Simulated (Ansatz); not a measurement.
## Structure relaxation of AlCo

Computed with DFT PBE, scalar-relativistic, plane waves, PAW (Ansatz 0.2.0). Cutoff 420 eV, Γ-centred k mesh, Gaussian smearing, no spin polarisation in the final step.

The start puts AlCo on the CoSn structure type (P6/mmm, No. 191), with Al in place of Co, Co in place of Sn, at a guessed volume.

```
CELL_PARAMETERS angstrom
4.54841 0.00000 0.00000
-2.27420 3.93904 0.00000
0.00000 0.00000 3.66974
ATOMIC_POSITIONS crystal
Al 0.50000 0.00000 0.00000
Al 0.50000 0.50000 0.00000
Al 0.00000 0.50000 0.00000
Co 0.00000 0.00000 0.00000
Co 0.33333 0.66667 0.50000
Co 0.66667 0.33333 0.50000
```

Steps on the 6×6×6 mesh (6 atoms). 9 of 9 steps are shown, and the free energy counts from the last. Trial steps that were taken back and renewals of the plane-wave basis can be among the rows.

```csv
step,ΔF (meV/atom),V (Å³/atom),P (GPa)
1,545.1,10.96,59.14
2,188.4,12.22,28.02
3,37.9,13.63,5.91
4,27.8,14.06,0.54
5,27.6,14.11,-0.06
6,4.6,14.11,3.12
7,0.5,14.38,0.76
8,0.2,14.47,0.04
9,0.0,14.47,0.03
```

A final relaxation ran on a 12×12×10 mesh. The relaxed crystal, P6/mmm (No. 191):

```
Al Co
1.0
     5.12596    0.00000    0.00000
    -2.56298    4.43921    0.00000
     0.00000    0.00000    3.81516
Al Co
3 3
Direct
  0.50000 0.00000 0.00000
  0.50000 0.50000 0.00000
  0.00000 0.50000 0.00000
  0.00000 0.00000 0.00000
  0.33333 0.66667 0.50000
  0.66667 0.33333 0.50000
```

```
Volume per atom          : 14.47 Å³
Density                  : 4.93 g/cm³
Energy over the elements : 0.25 eV/atom
Gap on the 12×12×10 mesh : 0 eV (a metal)
```

Formation energies are uncorrected and refer to the elements' standard structures at the same level.

The final run used a 12×12×10 mesh on its 6-atom cell and 0.10 eV smearing. The k mesh leaves about 4 meV/atom of noise in metals.

Symmetry constrained the relaxation, so the result can be a saddle point.

Cost: 3 runs of about 3.5 core-minutes in all, on Intel Xeon Platinum 8259CL (Skylake/Cascade Lake) (shared hosts).